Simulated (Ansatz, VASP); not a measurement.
## Rh: VASP beside Ansatz

INCAR

```
SYSTEM = Rh
  PREC = Accurate
  ENCUT = 520
  EDIFF = 1E-6
  ISMEAR = 0
  SIGMA = 0.15
  LREAL = .FALSE.
  LASPH = .TRUE.
  NELM = 100
  ALGO = Fast
  ISIF = 2
  LWAVE = .FALSE.
  LCHARG = .FALSE.
  GGA = PE
  NBANDS = 14
```

Contents of KPOINTS:

```
regular mesh
0
G
  22 22 22
  0 0 0
```

The input POSCAR:

```
Rh
1.0
    0.0000000000      2.1598003121      1.5859413692
    2.1598003121      0.0000000000      1.5859413692
    2.1598003121      2.1598003121      0.0000000000
Rh
1
Direct
    0.0000000000      0.0000000000      0.0000000000
```

Input for Ansatz:

```yaml
crystal:
  lattice:
    - [0.0, 2.1598003121, 1.5859413692]
    - [2.1598003121, 0.0, 1.5859413692]
    - [2.1598003121, 2.1598003121, 0.0]
  atoms:
    - { symbol: Rh, position: [0.0, 0.0, 0.0] }
basis:
  ecutwfc: 420
kpoints:
  mp_grid: { grid: [22, 22, 22] }
hamiltonian:
  xc: pbe
  pseudopotentials: { kind: paw, azcp: { folder: soft_1 } }
scf:
  occupations: { method: gaussian, width: 0.15 }
output:
  forces: true
  stress: true
  eigenvalues: true
```

Alike in both runs: task single point; functional PBE; k mesh 22 × 22 × 22; occupations gaussian, width 0.15 eV; no spin polarisation.

```csv
,VASP,Ansatz
version,VASP 6.6.1,Ansatz 0.2.0
potentials or method,"VASP PAW PBE potentials, release 64 (Rh_pv)","scalar-relativistic, plane waves, PAW"
plane-wave cutoff (eV),520,420
valence electrons in the cell,15,17
```

VASP gave:

```
gap on the k mesh at the Fermi level (eV)       : none
pressure (GPa)                                  : -5.1
largest component of the traceless stress (GPa) : 6.49
```

Estimate Ansatz's values.

gap on the k mesh at the Fermi level (eV): none; pressure (GPa): -5.0; largest component of the traceless stress (GPa): 6.53.

A gap of «none» marks a metal or a gap that the smearing closes. The functional is the same, so the differences come from potentials, cutoffs and numerics. The two sets of potentials don't hold the same shells in valence.
